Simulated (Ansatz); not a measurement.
La2O3, explained

Method: r²SCAN, scalar-relativistic; no spin polarisation; PAW, 500 eV, 4×4×8 k-mesh, Gaussian smearing of 0.05 eV; code Ansatz. The datasets are Ansatz's generated set soft_2.

The chain of runs began from a cell as deposited in COD, expanded in volume.

The relaxed structure (symmetry read at 0.01 Å). Symmetry: P6/mmm, No. 191, hexagonal system. The conventional cell has a = 6.356 Å, b = 6.356 Å, c = 3.277 Å, α = 90.00°, β = 90.00°, γ = 120.00°. La (site symmetry -6m2) is surrounded by 6 O at 2.46 Å. Around O (site symmetry mmm) lie 4 La at 2.46 Å. (Neighbours are counted to 15 % beyond the shortest distance.)

Should it be a metal or an insulator?

Formal charges La³⁺, O²⁻ balance and leave closed shells on every ion, so a band insulator is expected, and the gap is 1.92 eV.

What kind of gap is it?

It is indirect: 1.92 eV, against 2.42 eV for the smallest direct gap. Within 0.6 eV of the edges the projected states are 91 % O 2p at the top of the valence band and 76 % La 5d at the bottom of the conduction band. Crossing the gap moves an electron from the anion's filled p shell to the metal's empty orbitals, as in polar semiconductors.

What fixes the bond lengths?

Shannon's ionic radii give a check on the bond lengths: La³⁺ with 6 neighbours 1.03 Å + O²⁻ 1.38 Å = 2.41 Å against a computed mean of 2.46 Å. Sums and bonds agree within 3 %, so ion sizes set the bond lengths.

How ionic is it?

Bader charges against formal ones: La +2.08 (+3), O −1.39 (−2). The cations give up 69 % of the formal charge; Bader charges stay under formal ones because the anions' density reaches into the cations' basins.

How stiff is it, in energy terms?

B0·V0 = 89.3 GPa × 22.93 Å³ = 12.78 eV/atom sets the scale: near the minimum ΔE ≈ ½ B0 V0 x², with x = V/V0 − 1, and a pressure of 0.9 GPa squeezes the volume by about 1 %. At the ends of the curve: x = −4.0 % predicts 10.2 meV/atom and the run gives 10.9; x = +7.0 % predicts 31.3 meV/atom and the run gives 28.2. The curve is steeper than the parabola on the compressed side and flatter on the expanded side: the bulk modulus rises with pressure.

Which Debye temperature follows from the elastic moduli?

K = 94 GPa and G = 28 GPa (Hill). With a density of 4.718 g/cm³ (mean mass 65.2 u, 22.93 Å³/atom), K = 93.9 and G = 28.06 GPa from the unrounded constants, v_l = √((K + 4G/3)/ρ) = 5270 m/s and v_t = √(G/ρ) = 2440 m/s. The mean [(1/v_l³ + 2/v_t³)/3]^(−1/3) is 2750 m/s, and θ_D = (ħ/k_B)(6π²/V)^(1/3) v_m ≈ 290 K, with V the volume an atom.

All results together:

- Volume: 22.93 Å³/atom
- Band gap: 1.92 eV
- Smallest direct gap: 2.42 eV
- Bader charges: La 2.08; O -1.39 e
- f electrons (orthogonalised atomic orbitals): La 0.28
- Formation energy from the elements (0 K, uncorrected): -3.42 eV/atom
- Bulk modulus (Birch–Murnaghan): 89 GPa
- Pressure derivative B0′: 3.6
- Shear modulus (Hill): 28 GPa
- Young's modulus: 77 GPa
- Poisson's ratio: 0.36
- Elastically stable: yes

Semilocal functionals underestimate band gaps, commonly by a third or more. No spin–orbit coupling, a notable omission for heavy elements. The program warned that the potential is rough where the density is thin (voids or gaps), so long spacings are poorly fixed.
